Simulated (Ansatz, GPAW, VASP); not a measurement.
One calculation of ZnO, 3 ways

```xyz
4
Lattice="3.2493 0.0000 0.0000 -1.6247 2.8140 0.0000 0.0000 0.0000 5.2057" Properties=species:S:1:pos:R:3 pbc="T T T"
Zn    1.6247    0.9380    0.0000
Zn    0.0000    1.8760    2.6029
O     0.0000    1.8760    4.5759
O     1.6247    0.9380    1.9730
```

Alike in all runs: task single point; functional PBE; k mesh 9 × 9 × 5; occupations gaussian, width 0.03 eV; no spin polarisation; no spin-orbit coupling. Pressure is positive in compression and, in plane waves, holds the error of the finite cutoff, which Ansatz's Pulay term estimates and takes out.

| program and potentials | plane-wave cutoff (eV) | notes | pressure (GPa) | largest force (eV/Å) |
| --- | --- | --- | --- | --- |
| Ansatz, Ansatz PAW | 420 | Pulay term of +0.74 GPa included | 4.92 | 0.070 |
| GPAW, GPAW PAW data sets (gpaw-data 1.2.1) | 800 | - | 5.07 | 0.073 |
| VASP, PBE PAW files O, Zn, 520 eV | 520 | - | 6.00 | 0.074 |

Force on atom 2 (Zn), eV/Å:

```json
{"program and potentials": "Ansatz, Ansatz PAW", "x": "0.000", "y": "0.000", "z": "-0.070"}
{"program and potentials": "GPAW, GPAW PAW data sets (gpaw-data 1.2.1)", "x": "0.000", "y": "0.000", "z": "-0.073"}
{"program and potentials": "VASP, PBE PAW files O, Zn, 520 eV", "x": "0.000", "y": "0.000", "z": "-0.074"}
```

The pressure spans 4.92 (Ansatz, Ansatz PAW) to 6.00 GPa (VASP, PBE PAW files O, Zn, 520 eV).

The functional is the same throughout but for its coding, so the spread measures potentials, basis and numerics; runs on potential files found faulty are left out.
